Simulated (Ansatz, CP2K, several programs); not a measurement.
Energy against volume for NaI, NiAs type, at fixed shape and fractional coordinates, computed by several methods (PBE and r2SCAN, where shown, with plane waves in Ansatz); the cell shown is that of r2SCAN. With free coordinates or axes held, a curve is too stiff, and on another method's shape its minimum isn't the method's own volume. Space group P6_3/mmc (No. 194), hexagonal; a = 4.505 Å, c = 7.676 Å in the conventional setting, 33.72 Å³ an atom. Na has 6 I at 3.23 Å; I has 6 Na at 3.23 Å. These are computed values for a spin-unpolarised cell that may be hypothetical; none is a measurement. Energies count from each curve's lowest point; fits are third-order Birch-Murnaghan.

```xyz
4
Lattice="4.5046 0.0000 0.0000 -2.2523 3.9011 0.0000 0.0000 0.0000 7.6757" Properties=species:S:1:pos:R:3 pbc="T T T"
Na    0.0000    0.0000    0.0000
Na    0.0000    0.0000    3.8379
I     0.0000    2.6008    1.9189
I     2.2523    1.3004    5.7568
```

Task: PBE, on the shape of its own relaxed cell, gives
```tsv
V (Å³/atom)	E (meV/atom)
32.722	6.75
33.767	1.60
34.811	0.00
35.855	1.39
36.900	5.28
```
What equilibrium volume and bulk modulus follow?

Result: V₀ = 34.82 Å³ an atom and B₀ = 15 GPa.

r2SCAN, on the shape of its own relaxed cell:
```
V (Å³/atom)  E (meV/atom)
     31.698          7.48
     32.710          1.79
     33.722          0.00
     34.733          1.49
     35.745          5.74
```
V₀ = 33.74 Å³ an atom and B₀ = 17 GPa.

PBE/DZVP (CP2K), on the shape of the cell shown:
```csv
V (Å³/atom),E (meV/atom)
29.675,51.13
31.698,14.91
33.722,1.55
35.745,0.00
37.768,6.53
```
The fit gives a pressure derivative B′ of 9.4, outside the usual 2 to 7: a trait of the method or a rough curve, so no modulus is quoted.

PBE/SZV (CP2K), on the shape of the cell shown:
```csv
V (Å³/atom),E (meV/atom)
29.675,76.10
31.698,29.06
33.722,7.58
35.745,0.00
37.768,1.84
```
The fit gives a pressure derivative B′ of 10.1, outside the usual 2 to 7: a trait of the method or a rough curve, so no modulus is quoted.

light PBE (260 eV and a coarse mesh), on the shape of the cell shown:
```csv
V (Å³/atom),E (meV/atom)
31.024,32.69
32.373,6.16
33.722,21.76
35.071,6.68
36.419,0.00
37.768,10.31
```
The points scatter about the fit by more than 0.3 meV an atom, since at so low a cutoff the number of plane waves jumps with the volume, so no fit is quoted.
